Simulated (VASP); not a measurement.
# ZnGe2N2 (R-3m) in VASP: relaxation of cell and atoms with PBE

Aim: the relaxation of cell and atoms of ZnGe2N2 with PBE.

All numbers are computed with VASP 6.6.1; they aren't measurements. Logs are shortened: lines on timing, memory, paths and dates and some standing lists are left out, and cuts for length are marked.

## Step 1: The structure

The structure is trigonal, space group R-3m (No. 166). Conventional cell: a = 3.076 Å, b = 3.076 Å, c = 25.800 Å, α = 90.00°, β = 90.00°, γ = 120.00°. Zn (site symmetry -3m) has 6 N at 2.26 Å as nearest neighbours. Around Ge (site symmetry 3m) lie 3 N at 2.10 Å. N (site symmetry 3m) has 3 Ge at 2.10 Å and 3 Zn at 2.26 Å as nearest neighbours.

The cell was built by a generator and needn't be a form met in nature.

## Step 2: Relaxation of cell and atoms, PBE

INCAR

```
SYSTEM = ZnGe2N2
ALGO = Normal ; EDIFF = 1E-6
EDIFFG = -0.01 ; ENCUT = 520
GGA = PE ; IBRION = 2
ISIF = 3 ; ISMEAR = 0
KPAR = 4 ; LASPH = .TRUE.
LCHARG = .FALSE. ; LREAL = .FALSE.
LWAVE = .FALSE. ; NELM = 120
NSW = 90 ; PREC = Accurate
SIGMA = 0.03
```

KPOINTS

```
k-points
0
G
  10 10 10
  0 0 0
```

POSCAR

```
ZnGe2N2
1.0
    1.5380229200      0.8879779500      8.6000000000
   -1.5380229200      0.8879779500      8.6000000000
    0.0000000000     -1.7759558900      8.6000000000
Zn Ge N
1 2 2
Direct
    0.0000000000      0.0000000000      0.0000000000
    0.2355038800      0.2355038800      0.2355038800
    0.7644961200      0.7644961200      0.7644961200
    0.3876356600      0.3876356600      0.3876356600
    0.6123643400      0.6123643400      0.6123643400
```

Potentials or basis: VASP PAW PBE potentials, release 64 (Zn, Ge_d, N).

The run is started by

```bash
> cat potpaw_PBE.64/Zn/POTCAR potpaw_PBE.64/Ge_d/POTCAR potpaw_PBE.64/N/POTCAR > POTCAR
> mpirun -np 4 vasp_std > vasp.out
```

OUTCAR:

```text
SYSTEM = ZnGe2N2
   EDIFF = 1E-6
   EDIFFG = -0.01
   ENCUT = 520
   GGA = PE
   IBRION = 2
   ISIF = 3
   ISMEAR = 0
   LASPH = .TRUE.
   LREAL = .FALSE.
   NELM = 120
   NSW = 90
   PREC = Accurate

 ion  position               nearest neighbor table
   1  0.000  0.000  0.000-   5 2.26   5 2.26   4 2.26   4 2.26   5 2.26   4 2.26
   2  0.236  0.236  0.236-   5 2.10   5 2.10   5 2.10
   3  0.764  0.764  0.764-   4 2.10   4 2.10   4 2.10
   4  0.388  0.388  0.388-   3 2.10   3 2.10   3 2.10   1 2.26   1 2.26   1 2.26
   5  0.612  0.612  0.612-   2 2.10   2 2.10   2 2.10   1 2.26   1 2.26   1 2.26

  LATTYP: Found a trigonal (rhomboedric) cell.
 ALAT       =     8.7814588391
 COS(alpha) =     0.9386489118

  Lattice vectors:

 A1 = (   1.5380229200,   0.8879779500,   8.6000000000)
 A2 = (  -1.5380229200,   0.8879779500,   8.6000000000)
 A3 = (   0.0000000000,  -1.7759558900,   8.6000000000)

Analysis of symmetry for initial positions (statically):
=====================================================================
 Subroutine PRICEL returns:
 Original cell was already a primitive cell.

 Routine SETGRP: Setting up the symmetry group for a
 trigonal (rhombohedral) supercell.

 Subroutine GETGRP returns: Found 12 space group operations
 (whereof 12 operations were pure point group operations)
 out of a pool of 12 trial point group operations.

The static configuration has the point symmetry D_3d.

Analysis of symmetry for dynamics (positions and initial velocities):
=====================================================================
 Subroutine PRICEL returns:
 Original cell was already a primitive cell.

 Routine SETGRP: Setting up the symmetry group for a
 trigonal (rhombohedral) supercell.

 Subroutine GETGRP returns: Found 12 space group operations
 (whereof 12 operations were pure point group operations)
 out of a pool of 12 trial point group operations.

The dynamic configuration has the point symmetry D_3d.

 Subroutine INISYM returns: Found 12 space group operations
 (whereof 12 operations are pure point group operations),
 and found     1 'primitive' translations

----------------------------------------------------------------------------------------

                                     Primitive cell

  volume of cell :      70.4717

  direct lattice vectors                    reciprocal lattice vectors
     1.538022920  0.887977950  8.600000000     0.325092685  0.187692349  0.038759690
    -1.538022920  0.887977950  8.600000000    -0.325092685  0.187692349  0.038759690
     0.000000000 -1.775955890  8.600000000     0.000000000 -0.375384698  0.038759690

  length of vectors
     8.781458839  8.781458839  8.781458838     0.377380425  0.377380425  0.377380425

  position of ions in fractional coordinates (direct lattice)
     0.000000000  0.000000000  0.000000000
     0.235503880  0.235503880  0.235503880
     0.764496120  0.764496120  0.764496120
     0.387635660  0.387635660  0.387635660
     0.612364340  0.612364340  0.612364340

  ion indices of the primitive-cell ions
   primitive index   ion index
                 1           1
                 2           2
                 3           3
                 4           4
                 5           5

----------------------------------------------------------------------------------------

 KPOINTS: k-points

Automatic generation of k-mesh.
 Grid dimensions read from file:
 generate k-points for:   10   10   10

 Generating k-lattice:

  Cartesian coordinates                     Fractional coordinates (reciprocal lattice)
     0.032509268  0.018769235  0.003875969     0.100000000  0.000000000 -0.000000000
    -0.032509268  0.018769235  0.003875969     0.000000000  0.100000000 -0.000000000
     0.000000000 -0.037538470  0.003875969    -0.000000000 -0.000000000  0.100000000

  Length of vectors
     0.037738042  0.037738042  0.037738042

  Shift w.r.t. Gamma in fractional coordinates (k-lattice)
     0.000000000  0.000000000  0.000000000

 Subroutine IBZKPT returns following result:
 ===========================================

 Found    116 irreducible k-points:

 Following reciprocal coordinates:
            Coordinates               Weight
  0.000000  0.000000  0.000000      1.000000
  0.100000 -0.000000  0.000000      6.000000
  0.200000 -0.000000  0.000000      6.000000
  0.300000  0.000000  0.000000      6.000000
  0.400000  0.000000 -0.000000      6.000000
  0.500000  0.000000  0.000000      3.000000
[... 16 lines left out ...]
  0.300000  0.300000  0.000000      6.000000
  0.400000  0.300000  0.000000     12.000000
 [... further k-points ...]
   k-points           NKPTS =    116   k-points in BZ     NKDIM =    116   number of bands    NBANDS=     30
   number of dos      NEDOS =    301   number of ions     NIONS =      5
   total plane-waves  NPLWV = 343000
   dimension x,y,z NGX =    70 NGY =   70 NGZ =   70
   dimension x,y,z NGXF=   140 NGYF=  140 NGZF=  140
   ions per type =               1   2   2
   NGX,Y,Z   is equivalent  to a cutoff of  13.25, 13.25, 13.25 a.u.
   NGXF,Y,Z  is equivalent  to a cutoff of  26.50, 26.50, 26.50 a.u.
 SYSTEM =  ZnGe2N2
   PREC   = accura    normal or accurate (medium, high low for compatibility)
   ISTART =      0    job   : 0-new  1-cont  2-samecut
   ICHARG =      2    charge: 1-file 2-atom 10-const
   ISPIN  =      1    spin polarized calculation?
   LNONCOLLINEAR =      F non collinear calculations
   LSORBIT =      F    spin-orbit coupling
   LASPH  =      T    aspherical Exc in radial PAW
   ENCUT  =  520.0 eV  38.22 Ry    6.18 a.u.  16.33 16.33 16.33*2*pi/ulx,y,z
   NELM   =    120;   NELMIN=  2; NELMDL= -5     # of ELM steps
   EDIFF  = 0.1E-05   stopping-criterion for ELM
   LREAL  =      F    real-space projection
   EDIFFG = -.1E-01   stopping-criterion for IOM
   NSW    =     90    number of steps for IOM
   IBRION =      2    ionic relax: 0-MD 1-quasi-New 2-CG
   NFREE  =      1    steps in history (QN), initial steepest desc. (CG)
   ISIF   =      3    stress and relaxation
   ISYM   =      2    0-nonsym 1-usesym 2-fastsym
   POTIM  = 0.5000    time-step for ionic-motion
   TEBEG  =    0.0;   TEEND  =   0.0 temperature during run
   PSTRESS=    0.0 pullay stress
   NELECT =      50.0000    total number of electrons
   NUPDOWN=      -1.0000    fix difference up-down
   EMIN   =  10.00;   EMAX   =-10.00  energy-range for DOS
   EFERMI =   0.00;   METHOD = LEGACY
   ISMEAR =     0;   SIGMA  =   0.03  broadening in eV -4-tet -1-fermi 0-gaus
   EFERMI_NEDOS =   21; number of points for ismear=-14 and -15
   IALGO  =     38    algorithm
   IMIX   =      4    mixing-type and parameters
     AMIX     =   0.40;   BMIX     =  1.00
     AMIX_MAG =   1.60;   BMIX_MAG =  1.00
  volume/ion in A,a.u.               =      14.09        95.11
  Fermi-wavevector in a.u.,A,eV,Ry     =   1.460136  2.759257 29.007577  2.131997
  Thomas-Fermi vector in A             =   2.576621
   LORBIT       =      0    0 simple, 1 ext, 2 COOP (PROOUT), +10 PAW based schemes
   GGA     = PE    functional components
   LHFCALC =     F    Hartree Fock is set to
   AEXX    =    0.0000 exact exchange contribution
   IVDW    =     0    specifies the selected vdW correction
   LEPSILON=     F    determine dielectric tensor
   LRPA    =     F    only Hartree local field effects (RPA)
 conjugate gradient relaxation of ions
 non-spin polarized calculation
 Gauss-broadening in eV      SIGMA  =   0.03
  energy-cutoff  :      520.00
  volume of cell :       70.47
 maximum number of plane-waves:      1916
 NGX is ok and might be reduce to    70
   NGX = 33   NGY = 33   NGZ = 33

--------------------------------------- Ionic step        1  -------------------------------------------

 number of electron      50.0000009 magnetization

 Free energy of the ion-electron system (eV)
  ---------------------------------------------------
  ext. energy  EPLUGINS =         0.00000000
  ---------------------------------------------------
  free energy    TOTEN  =       -25.21860399 eV

  energy without entropy =      -25.21860399  energy(sigma->0) =      -25.21860399

------------------------ aborting loop because EDIFF is reached ----------------------------------------

  FORCE on cell =-STRESS in cart. coord.  units (eV):
  Direction    XX          YY          ZZ          XY          YZ          ZX
  --------------------------------------------------------------------------------------
  -------------------------------------------------------------------------------------
  Total       -0.4738998     -0.4738998      0.8119327      0.0000000      0.0000000      0.0000000
  in kB      -10.7741358    -10.7741358     18.4593297      0.0000000      0.0000000      0.0000000
  external PRESSURE =      -1.0296473 kB  Pullay stress =       0.0000000 kB
[... 98 lines left out ...]
  FREE ENERGIE OF THE ION-ELECTRON SYSTEM (eV)
  ---------------------------------------------------
  free  energy   TOTEN  =       -25.2270712470 eV

  energy  without entropy=      -25.2270712470  energy(sigma->0) =      -25.22707125

[... ionic steps 4 to 17 ...]

--------------------------------------- Ionic step       18  -------------------------------------------

 number of electron      50.0000006 magnetization

------------------------ aborting loop because EDIFF is reached ----------------------------------------

  FORCE on cell =-STRESS in cart. coord.  units (eV):
  Direction    XX          YY          ZZ          XY          YZ          ZX
  --------------------------------------------------------------------------------------
  -------------------------------------------------------------------------------------
  Total       -0.0120835     -0.0120835     -0.0264951      0.0000000     -0.0000000      0.0000000
  in kB       -0.2603585     -0.2603585     -0.5708800      0.0000000     -0.0000000      0.0000000
  external PRESSURE =      -0.3638657 kB  Pullay stress =       0.0000000 kB
[... 63 lines left out ...]
  energy  without entropy=      -25.2491427771  energy(sigma->0) =      -25.24914278

--------------------------------------- Ionic step       20  -------------------------------------------

 number of electron      50.0000004 magnetization

 Free energy of the ion-electron system (eV)
  ---------------------------------------------------
  ext. energy  EPLUGINS =         0.00000000
  ---------------------------------------------------
  free energy    TOTEN  =       -25.24917805 eV

  energy without entropy =      -25.24917805  energy(sigma->0) =      -25.24917805

 E-fermi :   4.1627     XC(G=0): -10.5976

 val. band max:        3.9406144501   @ k =   0.2000  -0.0000   0.0000
 cond. band min:       4.9901937958   @ k =   0.5000   0.0000   0.0000
 fundamental gap:      1.0495793457
 Fermi energy:         4.1627121713

 k-point     1 :       0.0000    0.0000    0.0000
  band No.  band energies     occupation
      1     -20.0917      2.00000
      2     -20.0917      2.00000
      3     -20.0917      2.00000
      4     -20.0917      2.00000
      5     -19.9995      2.00000
      6     -19.9986      2.00000
[... 781 lines left out ...]
     29       9.2577      0.00000
     30      10.1684      0.00000

 [... further k-points ...]
[... 5 lines left out ...]
  --------------------------------------------------------------------------------------
  -------------------------------------------------------------------------------------
  Total       -0.0121125     -0.0121125     -0.0049426      0.0000000     -0.0000000      0.0000000
  in kB       -0.2612384     -0.2612384     -0.1066011      0.0000000     -0.0000000      0.0000000
  external PRESSURE =      -0.2096926 kB  Pullay stress =       0.0000000 kB
[... 20 lines left out ...]
  FREE ENERGIE OF THE ION-ELECTRON SYSTEM (eV)
  ---------------------------------------------------
  free  energy   TOTEN  =       -25.2491780513 eV

  energy  without entropy=      -25.2491780513  energy(sigma->0) =      -25.24917805

 reached required accuracy - stopping structural energy minimisation
```

It took 65 min on 4 MPI ranks of AMD EPYC 9R45 (Zen 5), shared host; peak memory 0.92 GiB.

Results:

```yaml
Free_energy: -25.2492 eV
Relaxed_volume: 14.86 Å³/atom
Relaxed_cell: a = 9.391 Å, b = 9.391 Å, c = 9.391 Å, α = 18.69°, β = 18.69°, γ = 18.69°
Space_group_after_relaxing_to_0.05_Å: R-3m (No. 166)
Energy_gained_by_relaxing: 6.1 meV/atom
Ionic_steps: 20
Pressure_after_relaxing: 0.0 GPa
Largest_force_after_relaxing: 0.007 eV/Å
Band_gap_on_the_k_mesh: 1.05 eV, indirect (least direct gap 1.40 eV)
```

Forces in eV/Å, atoms in the order of the input:
```
Zn   0.000  0.000  0.000
Ge   0.000  0.000  0.002
Ge   0.000  0.000 -0.002
N    0.000  0.000  0.007
N    0.000  0.000 -0.007
```

Step by step:
```tsv
step	energy change (eV)	largest force (eV/Å)	pressure (GPa)	volume (Å³)
1	0.0000	0.0073	-0.10	70.47
2	-0.0074	0.1244	-0.02	70.38
3	-0.0085	0.1944	0.03	70.32
4	-0.0111	0.0799	0.59	70.31
5	-0.0112	0.1088	0.66	70.31
6	-0.0137	0.1242	0.39	70.74
7	-0.0158	0.1676	-0.75	72.07
8	-0.0159	0.1601	-0.63	71.81
9	-0.0177	0.1581	-0.44	71.94
10	-0.0221	0.1547	-0.29	72.34
11	-0.0276	0.1474	0.08	73.13
12	-0.0264	0.2091	1.01	74.69
13	-0.0290	0.1410	0.51	73.88
14	-0.0297	0.0897	-0.38	74.78
15	-0.0304	0.0232	-0.04	74.40
16	-0.0304	0.0254	0.04	74.39
17	-0.0305	0.0204	-0.02	74.37
18	-0.0305	0.0182	-0.04	74.36
19	-0.0305	0.0144	-0.04	74.34
20	-0.0306	0.0074	-0.02	74.29
```

Final structure:
```yaml
crystal:
  lattice:
    - [1.52474, 0.88031, 9.22415]
    - [-1.52474, 0.88031, 9.22415]
    - [0.00000, -1.76061, 9.22415]
  atoms:
    - { symbol: Zn, position: [0.00000, 0.00000, 0.00000] }
    - { symbol: Ge, position: [0.24130, 0.24130, 0.24130] }
    - { symbol: Ge, position: [0.75870, 0.75870, 0.75870] }
    - { symbol: N, position: [0.38441, 0.38441, 0.38441] }
    - { symbol: N, position: [0.61559, 0.61559, 0.61559] }
```

Levels at points of the mesh, in eV from the valence-band top:
| k point | band 23 | band 24 | band 25 | band 26 | band 27 | band 28 |
| --- | --- | --- | --- | --- | --- | --- |
| (0.00, 0.00, 0.00) | -0.79 | -0.79 | -0.32 | 1.93 | 3.47 | 6.73 |
| (0.50, 0.00, 0.00) | -2.14 | -1.89 | -0.85 | 1.05 | 2.24 | 4.05 |
| (0.50, 0.50, 0.00) | -1.95 | -1.88 | -1.23 | 1.35 | 2.33 | 3.75 |
| (0.50, 0.50, 0.50) | -1.13 | -0.79 | -0.79 | 2.78 | 3.12 | 7.09 |

A k mesh can miss the band edges. PBE gaps usually lie below the measured ones, often by a third to a half.
